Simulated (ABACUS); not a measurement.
# CdS (Greenockite) (P6_3mc) in ABACUS: further runs

One crystal, CdS (Greenockite), is run at these levels: PBEsol; tasks: band structure, equation of state.

Everything below comes from runs of ABACUS 3.10.1. Logs are shortened: lines on timing, memory, paths and dates and some standing lists are left out, and cuts for length are marked.

**What was measured.**

“Isotope dependence of band-gap energy”, 2008, arxiv:0807.2152 quotes, for a bulk crystal of CdS: band gap 2.5809 ± 0.0002 eV.

How close the calculation comes is told below.

### 1 The structure

Symmetry: P6_3mc, No. 186, hexagonal system. The conventional cell has a = 4.150 Å, b = 4.150 Å, c = 6.737 Å, α = 90.00°, β = 90.00°, γ = 120.00°. Cd (site symmetry 3m) is surrounded by 4 S at 2.53 to 2.54 Å. Around S (site symmetry 3m) lie 4 Cd at 2.53 to 2.54 Å.

### 2 Band structure, PBEsol

File INPUT:

```
INPUT_PARAMETERS
suffix              CdS
calculation         nscf
basis_type          pw
pseudo_dir          ./
symmetry            -1
dft_functional      pbesol
ecutwfc             40.0
pseudo_rcut         10
nspin               1
nbands              28
ks_solver           dav
smearing_method     fd
smearing_sigma      0.00367493
scf_thr             1e-08
scf_nmax            100
mixing_type         broyden
mixing_beta         0.7
ecutrho             320.0
init_chg            file
pw_diag_thr         1e-07
out_band            1
kpar                4
```

File STRU:

```
ATOMIC_SPECIES
Cd 112.4140 cd_pbe_v1.uspp.F.UPF
S 32.0600 s_pbe_v1.4.uspp.F.UPF

LATTICE_CONSTANT
7.8423634172

LATTICE_VECTORS
1.0000000000 0.0000000000 0.0000000000
-0.5000000000 0.8660254038 0.0000000000
0.0000000000 0.0000000000 1.6233734940

ATOMIC_POSITIONS
Cartesian

Cd
0.0
2
0.5000000000 0.2886751346 0.8116867470 1 1 1
-0.0000000001 0.5773502692 0.0000000000 1 1 1

S
0.0
2
0.5000000000 0.2886751346 1.4204518072 1 1 1
-0.0000000001 0.5773502692 0.6087650602 1 1 1
```

File KPT:

```
K_POINTS
12
Line
0.00000000 0.00000000 0.00000000 10 // G
0.50000000 0.00000000 0.00000000 10 // M
0.33333333 0.33333333 0.00000000 10 // K
0.00000000 0.00000000 0.00000000 10 // G
0.00000000 0.00000000 0.50000000 10 // A
0.50000000 0.00000000 0.50000000 10 // L
0.33333333 0.33333333 0.50000000 10 // H
0.00000000 0.00000000 0.50000000 1 // A
0.50000000 0.00000000 0.50000000 10 // L
0.50000000 0.00000000 0.00000000 1 // M
0.33333333 0.33333333 0.00000000 10 // K
0.33333333 0.33333333 0.50000000 1 // H
```

Potentials or basis: GBRV ultrasoft 1.5 PBE, plane waves.

The run is started by

```bash
OMP_NUM_THREADS=1 mpirun -np 4 abacus > log
```

running log:

```text
ABACUS v3.10.1

               Atomic-orbital Based Ab-initio Computation at UStc

 ------------------------------------------------------------------------------------

 READING GENERAL INFORMATION
                           global_out_dir = OUT.CdS/
                           global_in_card = INPUT
                               pseudo_dir = ./
                              orbital_dir =
                                    DSIZE = 4
                                    GSIZE = 1

 READING UNITCELL INFORMATION
                                    ntype = 2
                  lattice constant (Bohr) = 7.84236
              lattice constant (Angstrom) = 4.15

 READING ATOM TYPE 1
                               atom label = Cd
                      L=0, number of zeta = 1
                      L=1, number of zeta = 1
                      L=2, number of zeta = 1
             number of atom for this type = 2

 READING ATOM TYPE 2
                               atom label = S
                      L=0, number of zeta = 1
                      L=1, number of zeta = 1
                      L=2, number of zeta = 1
             number of atom for this type = 2

                        TOTAL ATOM NUMBER = 4
CARTESIAN COORDINATES ( UNIT =       7.842363417200 Bohr ).
    atom                   x                   y                   z     mag                  vx                  vy                  vz
tauc_Cd1            0.5000000000        0.2886751346        0.8116867470  0.0000        0.0000000000        0.0000000000        0.0000000000
tauc_Cd2           -0.0000000001        0.5773502692        0.0000000000  0.0000        0.0000000000        0.0000000000        0.0000000000
tauc_S1            0.5000000000        0.2886751346        1.4204518072  0.0000        0.0000000000        0.0000000000        0.0000000000
tauc_S2           -0.0000000001        0.5773502692        0.6087650602  0.0000        0.0000000000        0.0000000000        0.0000000000

                          Volume (Bohr^3) = 678.094
                             Volume (A^3) = 100.483

 Lattice vectors: (Cartesian coordinate: in unit of a_0)
                   +1                  +0                  +0
                 -0.5           +0.866025                  +0
                   +0                  +0            +1.62337
 Reciprocal vectors: (Cartesian coordinate: in unit of 2 pi/a_0)
                   +1            +0.57735                  -0
                   -0             +1.1547                  -0
                   +0                  -0           +0.616001
 The esolver type has been set to : ksdft_pw

                PAO radial cut off (Bohr) = 10

 Read in pseudopotential file is cd_pbe_v1.uspp.F.UPF
                     pseudopotential type = US
          exchange-correlation functional = PBE
                 nonlocal core correction = 1
                        valence electrons = 12
                                     lmax = 2
                           number of zeta = 3
                     number of projectors = 6
                           L of projector = 0
                           L of projector = 0
                           L of projector = 1
                           L of projector = 1
                           L of projector = 2
                           L of projector = 2
 XC functional updated to : pbesol
          exchange-correlation functional = PBESOL
                PAO radial cut off (Bohr) = 10

 Read in pseudopotential file is s_pbe_v1.4.uspp.F.UPF
                     pseudopotential type = US
          exchange-correlation functional = PBE
                 nonlocal core correction = 1
                        valence electrons = 6
                                     lmax = 2
                           number of zeta = 2
                     number of projectors = 6
                           L of projector = 0
                           L of projector = 0
                           L of projector = 1
                           L of projector = 1
                           L of projector = 2
                           L of projector = 2
 XC functional updated to : pbesol
          exchange-correlation functional = PBESOL
     initial pseudo atomic orbital number = 26

 SETUP THE ELECTRONS NUMBER
            electron number of element Cd = 12
      total electron number of element Cd = 24
             electron number of element S = 6
       total electron number of element S = 12
            AUTOSET number of electrons:  = 36
                           occupied bands = 18
                                   NBANDS = 28
                                   NLOCAL = 36

 SETUP THE PLANE WAVE BASIS
 energy cutoff for charge/potential (unit:Ry) = 160
            fft grid for charge/potential = [ 32, 32, 54 ]
                        fft grid division = [ 1, 1, 1 ]
        big fft grid for charge/potential = [ 45, 45, 75 ]
[... 77 lines left out ...]
 Cd non-local projectors:
 projector 1 L=0
 projector 2 L=0
 projector 3 L=1
 projector 4 L=1
 projector 5 L=2
 projector 6 L=2
 S non-local projectors:
 projector 1 L=0
 projector 2 L=0
 projector 3 L=1
 projector 4 L=1
 projector 5 L=2
 projector 6 L=2
      TOTAL NUMBER OF NONLOCAL PROJECTORS = 72

 Init Non-Local PseudoPotential table :
 Init Non-Local-Pseudopotential done.

                                     npwx = 2914

 Make real space PAO into reciprocal space.
       max mesh points in Pseudopotential = 767
     dq(describe PAO in reciprocal space) = 0.01
                                    max q = 763

 number of pseudo atomic orbitals for Cd is 3
WARNING: norm of atomic wavefunction # 2 of atomic type Cd is 0.99999, renormalized
WARNING: norm of atomic wavefunction # 3 of atomic type Cd is 0.999009, renormalized

 number of pseudo atomic orbitals for S is 2
WARNING: norm of atomic wavefunction # 2 of atomic type S is 0.999995, renormalized

 -------------------------------------------
 NONSELF-CONSISTENT
 -------------------------------------------
                                 init_chg = file
 try to read charge from file
 Read in the charge density: OUT.CdS//CdS-CHARGE-DENSITY.restart

 PW ALGORITHM --------------- ION=   1  ELEC=   1--------------------------------
 k(1/93) Iter steps (avg)=20 threshold=1e-07
 k(2/93) Iter steps (avg)=17 threshold=1e-07
 k(3/93) Iter steps (avg)=14 threshold=1e-07
 k(4/93) Iter steps (avg)=14 threshold=1e-07
 k(5/93) Iter steps (avg)=14 threshold=1e-07
 k(6/93) Iter steps (avg)=16 threshold=1e-07
 k(7/93) Iter steps (avg)=19 threshold=1e-07
 k(8/93) Iter steps (avg)=30 threshold=1e-07
 k(9/93) Iter steps (avg)=28 threshold=1e-07
 k(10/93) Iter steps (avg)=24 threshold=1e-07
[... 4 lines left out ...]
 k(15/93) Iter steps (avg)=29 threshold=1e-07
 k(16/93) Iter steps (avg)=29 threshold=1e-07
 k(17/93) Iter steps (avg)=42 threshold=1e-07
 k(18/93) Iter steps (avg)=61 threshold=1e-07
 k(19/93) Iter steps (avg)=47 threshold=1e-07
 k(20/93) Iter steps (avg)=46 threshold=1e-07
 k(21/93) Iter steps (avg)=29 threshold=1e-07
 k(22/93) Iter steps (avg)=21 threshold=1e-07
 k(23/93) Iter steps (avg)=14 threshold=1e-07
 k(24/93) Iter steps (avg)=18 threshold=1e-07
[... levels at 24 k points of this process ...]

 Density error is 0.00000000000
                          Error Threshold = 1.00000000000e-07
----------------------------------------------------------
     Energy           Rydberg                 eV
----------------------------------------------------------
 E_KohnSham     -276.8603590882      -3766.8784339259
 E_KS(sigma->0) -276.8603588807      -3766.8784311026
 E_Harris       -276.8603590882      -3766.8784339259
 E_band         -1.7668228117        -24.0388575955
 E_one_elec     -77.9579760370       -1060.6726786505
 E_Hartree      65.5570872593        891.9499310091
 E_xc           -94.6960842895       -1288.4063246253
 E_Ewald        -169.7633856060      -2309.7493560127
 E_entropy(-TS) -0.0000004150        -0.0000056465
 E_descf        0.0000000000         0.0000000000
 E_exx          0.0000000000         0.0000000000
 E_Fermi        0.4352698606         5.9221502716
----------------------------------------------------------

 charge density convergence is achieved
 final etot is -3766.8784339 eV
 EFERMI = 5.9221502716 eV

 STATE ENERGY(eV) AND OCCUPATIONS    NSPIN == 1
 1/24 kpoint (Cartesian) = 0.0000 0.0000 0.0000 (2875 pws)
       1       -6.98590      0.0215054
       2       -6.54130      0.0215054
       3       -2.28617      0.0215054
       4       -2.26346      0.0215054
       5       -2.26346      0.0215054
       6       -2.17677      0.0215054
[... 20 lines left out ...]
      27        15.1355    2.02456e-82
      28        15.1355    2.02455e-82

 2/24 kpoint (Cartesian) = 0.050000 0.028868 0.0000 (2873 pws)
       1       -6.97670      0.0215054
       2       -6.53720      0.0215054
       3       -2.28308      0.0215054
       4       -2.25975      0.0215054
       5       -2.25737      0.0215054
       6       -2.17293      0.0215054
[... 20 lines left out ...]
      27        14.8875    2.88876e-80
      28        15.0788    6.29081e-82

 3/24 kpoint (Cartesian) = 0.10000 0.057735 0.0000 (2861 pws)
       1       -6.94980      0.0215054
       2       -6.52544      0.0215054
       3       -2.27352      0.0215054
       4       -2.24915      0.0215054
       5       -2.23948      0.0215054
       6       -2.16115      0.0215054
[... 20 lines left out ...]
      27        14.4923    7.81238e-77
      28        14.9635    6.31907e-81

 4/24 kpoint (Cartesian) = 0.15000 0.086603 0.0000 (2881 pws)
       1       -6.90727      0.0215054
       2       -6.50760      0.0215054
       3       -2.25825      0.0215054
       4       -2.23352      0.0215054
       5       -2.20986      0.0215054
       6       -2.14059      0.0215054
[... 20 lines left out ...]
      27        14.1368    9.56235e-74
      28        14.8869    2.92435e-80

 5/24 kpoint (Cartesian) = 0.20000 0.11547 0.0000 (2878 pws)
       1       -6.85244      0.0215054
       2       -6.48603      0.0215054
       3       -2.23975      0.0215054
       4       -2.21523      0.0215054
       5       -2.16881      0.0215054
       6       -2.10904      0.0215054
[... 20 lines left out ...]
      27        13.8708    1.95649e-71
      28        14.9295    1.24549e-80

 6/24 kpoint (Cartesian) = 0.25000 0.14434 0.0000 (2882 pws)
       1       -6.78972      0.0215054
       2       -6.46371      0.0215054
       3       -2.22121      0.0215054
       4       -2.19719      0.0215054
       5       -2.12292      0.0215054
       6       -2.06951      0.0215054
[... 20 lines left out ...]
      27        13.9847    2.00665e-72
      28        15.1403    1.83904e-82

[... levels at 18 further k points ...]

 --------------------------------------------
 !FINAL_ETOT_IS -3766.878433925884 eV
 --------------------------------------------

 Output bands in file: OUT.CdS/BANDS_1.dat
```

Run time: 19 s. Hardware: 4 MPI ranks of Intel Xeon Platinum 8559C (Emerald Rapids), shared host; peak memory 1.2 GiB.

What came out:

| Quantity | Value |
| --- | --- |
| Band gap along the path | 1.00 eV, direct |

Levels at the corners of the path, in eV from the Fermi level:
| point | band 16 | band 17 | band 18 | band 19 | band 20 | band 21 |
| --- | --- | --- | --- | --- | --- | --- |
| Γ | -0.57 | -0.53 | -0.53 | 0.48 | 2.10 | 5.79 |
| M | -2.43 | -1.86 | -1.28 | 3.03 | 3.21 | 4.45 |
| K | -2.41 | -2.41 | -2.17 | 3.97 | 4.44 | 4.44 |
| Γ | -0.57 | -0.53 | -0.53 | 0.48 | 2.10 | 5.79 |
| A | -0.93 | -0.93 | -0.93 | 2.15 | 2.15 | 5.49 |
| L | -1.89 | -1.88 | -1.88 | 2.79 | 2.79 | 4.73 |
| H | -2.98 | -1.67 | -1.67 | 3.72 | 3.72 | 5.42 |
| A | -0.93 | -0.93 | -0.93 | 2.15 | 2.15 | 5.49 |
| L | -1.89 | -1.88 | -1.88 | 2.79 | 2.79 | 4.73 |
| M | -2.43 | -1.86 | -1.28 | 3.03 | 3.21 | 4.45 |
| K | -2.41 | -2.41 | -2.17 | 3.97 | 4.44 | 4.44 |
| H | -2.98 | -1.67 | -1.67 | 3.72 | 3.72 | 5.42 |

Caveat: the density is read from an earlier self-consistent run, whose mesh may be coarse; the potentials were made for another functional, which shifts forces and pressure.

### 3 Equation of state, PBEsol, 23.61 Å³/atom (volume scaled by 0.94)

File INPUT:

```
INPUT_PARAMETERS
suffix              CdS
calculation         scf
basis_type          pw
pseudo_dir          ./
symmetry            1
dft_functional      pbesol
ecutwfc             40
pseudo_rcut         10
nspin               1
nbands              22
ks_solver           dav
smearing_method     fd
smearing_sigma      0.00367493
scf_thr             1e-08
scf_nmax            100
mixing_type         broyden
mixing_beta         0.7
cal_force           1
cal_stress          1
ecutrho             320
kpar                4
```

File STRU:

```
ATOMIC_SPECIES
Cd 112.4140 cd_pbe_v1.uspp.F.UPF
S 32.0600 s_pbe_v1.4.uspp.F.UPF

LATTICE_CONSTANT
1.8897261246

LATTICE_VECTORS
4.0652823512 0.0000000000 0.0000000000
-2.0326411756 3.5206377897 0.0000000000
0.0000000000 0.0000000000 6.5994716144

ATOMIC_POSITIONS
Cartesian

Cd
0.0
2
2.0326411758 1.1735459298 3.2997358072 1 1 1
-0.0000000002 2.3470918599 0.0000000000 1 1 1

S
0.0
2
2.0326411758 1.1735459298 5.7745376626 1 1 1
-0.0000000002 2.3470918599 2.4748018554 1 1 1
```

File KPT:

```
K_POINTS
0
Gamma
6 6 3 0 0 0
```

Potentials or basis: GBRV ultrasoft 1.5 PBE, plane waves.

The run is started by

```bash
OMP_NUM_THREADS=1 mpirun -np 4 abacus > log
```

It took 41 s on 4 MPI ranks of Intel Xeon Platinum 8559C (Emerald Rapids), shared host; peak memory 1.2 GiB.

The run converged. Its results:

```yaml
Free_energy: -3767.5016 eV
Pressure: 3.4 GPa
Largest_force: 0.078 eV/Å
Band_gap_on_the_k_mesh: 1.13 eV, direct
```

Caveat: there are fewer bands than atomic start orbitals, so a level may be missed at k points of high symmetry; the potentials were made for another functional, which shifts forces and pressure.

### 4 Equation of state, PBEsol, 24.62 Å³/atom (volume scaled by 0.98)

INPUT is that of step 3.

File STRU:

```
ATOMIC_SPECIES
Cd 112.4140 cd_pbe_v1.uspp.F.UPF
S 32.0600 s_pbe_v1.4.uspp.F.UPF

LATTICE_CONSTANT
1.8897261246

LATTICE_VECTORS
4.1221468118 0.0000000000 0.0000000000
-2.0610734059 3.5698838571 0.0000000000
0.0000000000 0.0000000000 6.6917838725

ATOMIC_POSITIONS
Cartesian

Cd
0.0
2
2.0610734061 1.1899612856 3.3458919362 1 1 1
-0.0000000002 2.3799225715 0.0000000000 1 1 1

S
0.0
2
2.0610734061 1.1899612856 5.8553108884 1 1 1
-0.0000000002 2.3799225715 2.5094189522 1 1 1
```

KPT is that of step 3.

The run is started by

```bash
OMP_NUM_THREADS=1 mpirun -np 4 abacus > log
```

Wall time 42 s (4 MPI ranks of Intel Xeon Platinum 8559C (Emerald Rapids), shared host); peak memory 1.2 GiB.

The run converged. Its results:

```
Free energy            : -3767.5525 eV
Pressure               : 0.4 GPa
Largest force          : 0.070 eV/Å
Band gap on the k mesh : 1.05 eV, direct
```

Caveat: there are fewer bands than atomic start orbitals, so a level may be missed at k points of high symmetry; the potentials were made for another functional, which shifts forces and pressure.

### 5 Equation of state, PBEsol, 25.62 Å³/atom (volume scaled by 1.02)

INPUT is that of step 4.

File STRU:

```
ATOMIC_SPECIES
Cd 112.4140 cd_pbe_v1.uspp.F.UPF
S 32.0600 s_pbe_v1.4.uspp.F.UPF

LATTICE_CONSTANT
1.8897261246

LATTICE_VECTORS
4.1774842447 0.0000000000 0.0000000000
-2.0887421223 3.6178074798 0.0000000000
0.0000000000 0.0000000000 6.7816171943

ATOMIC_POSITIONS
Cartesian

Cd
0.0
2
2.0887421226 1.2059358265 3.3908085972 1 1 1
-0.0000000002 2.4118716533 0.0000000000 1 1 1

S
0.0
2
2.0887421226 1.2059358265 5.9339150450 1 1 1
-0.0000000002 2.4118716533 2.5431064479 1 1 1
```

KPT is that of step 4.

The run is started by

```bash
OMP_NUM_THREADS=1 mpirun -np 4 abacus > log
```

Wall time 44 s (4 MPI ranks of Intel Xeon Platinum 8559C (Emerald Rapids), shared host); peak memory 1.2 GiB.

The run converged. Its results:

- Free energy: -3767.5380 eV
- Pressure: -1.9 GPa
- Largest force: 0.062 eV/Å
- Band gap on the k mesh: 0.96 eV, direct

Caveat: there are fewer bands than atomic start orbitals, so a level may be missed at k points of high symmetry; the potentials were made for another functional, which shifts forces and pressure.

### 6 Equation of state, PBEsol, 26.63 Å³/atom (volume scaled by 1.06)

INPUT is that of step 5.

File STRU:

```
ATOMIC_SPECIES
Cd 112.4140 cd_pbe_v1.uspp.F.UPF
S 32.0600 s_pbe_v1.4.uspp.F.UPF

LATTICE_CONSTANT
1.8897261246

LATTICE_VECTORS
4.2313932131 0.0000000000 0.0000000000
-2.1156966065 3.6644940159 0.0000000000
0.0000000000 0.0000000000 6.8691315847

ATOMIC_POSITIONS
Cartesian

Cd
0.0
2
2.1156966068 1.2214980052 3.4345657924 1 1 1
-0.0000000002 2.4429960107 0.0000000000 1 1 1

S
0.0
2
2.1156966068 1.2214980052 6.0104901366 1 1 1
-0.0000000002 2.4429960107 2.5759243443 1 1 1
```

KPT is that of step 5.

Potentials or basis: GBRV ultrasoft 1.5 PBE, plane waves.

The run is started by

```bash
OMP_NUM_THREADS=1 mpirun -np 4 abacus > log
```

Wall time 49 s (4 MPI ranks of Intel Xeon Platinum 8559C (Emerald Rapids), shared host); peak memory 1.3 GiB.

It converged, with:

```yaml
Free_energy: -3767.4710 eV
Pressure: -3.8 GPa
Largest_force: 0.055 eV/Å
Band_gap_on_the_k_mesh: 0.88 eV, direct
```

Caveat: there are fewer bands than atomic start orbitals, so a level may be missed at k points of high symmetry; the potentials were made for another functional, which shifts forces and pressure.

### 7 Equation of state, PBEsol

No new run: the results of the series are fitted here.

Results:

```yaml
Equilibrium_volume: 24.87 Å³/atom
Bulk_modulus_at_fixed_shape_and_positions: 61 GPa
Pressure_derivative_of_the_bulk_modulus: "4.4 (rough: it moves with the points fitted)"
```

Energy against volume, from the lowest point:
| volume (Å³/atom) | energy (meV/atom) |
| --- | --- |
| 23.614 | 12.72 |
| 24.618 | 0.00 |
| 25.623 | 3.62 |
| 26.628 | 20.35 |

Caveat: the cell was scaled at fixed shape and fractional positions, which overstates the stiffness of a crystal with free parameters, most of all of layers and chains; the potentials were made for another functional, which shifts forces and pressure.

### 8 How close it comes

Step 2. Against the measured gap of CdS, 2.5809 eV (quoted in “Isotope dependence of band-gap energy”, 2008, arxiv:0807.2152), the calculated 1.00 eV is off by -1.58 eV. So large a miss can be the level of theory's own, or it may mean another phase, state or a wrong row. Spin-orbit coupling on Cd is left out. The value is that of PBEsol, without temperature or zero-point motion. Semilocal functionals fall short of measured gaps as a rule.
